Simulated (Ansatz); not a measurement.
Input and command of a plane-wave DFT calculation in Ansatz:

```yaml
crystal:
  lattice:
    - [0.0, 2.240215, 2.2748575]
    - [2.240215, 0.0, 2.2748575]
    - [2.240215, 2.240215, 0.0]
  atoms:
    - { symbol: Li, position: [0.25, 0.25, 0.25] }
    - { symbol: Li, position: [0.75, 0.75, 0.75] }
    - { symbol: O, position: [0.0, 0.0, 0.0] }
basis:
  ecutwfc: 500
kpoints:
  mp_grid: { grid: [8, 8, 8] }
hamiltonian:
  xc: r2scan
scf:
  occupations: { method: gaussian, width: 0.05 }
output:
  forces: true
  stress: true
  eigenvalues: true
```

```bash
ansatz run input.yaml --threads 1 --pin off --max-ram 2560MiB --backend cpu --events-out ev --progress --plain --runs-dir out
```

Processor: Arm Neoverse V1, 1 thread, on a host shared with other jobs.

How long does it run, and how much memory does it take?

About 2.2 s on 1 thread of Arm Neoverse V1, on a shared host, peak memory 0.32 GiB. It solves 10 bands at 59 k points (the mesh reduced by symmetry) with about 569 plane waves, in 6 SCF iterations.
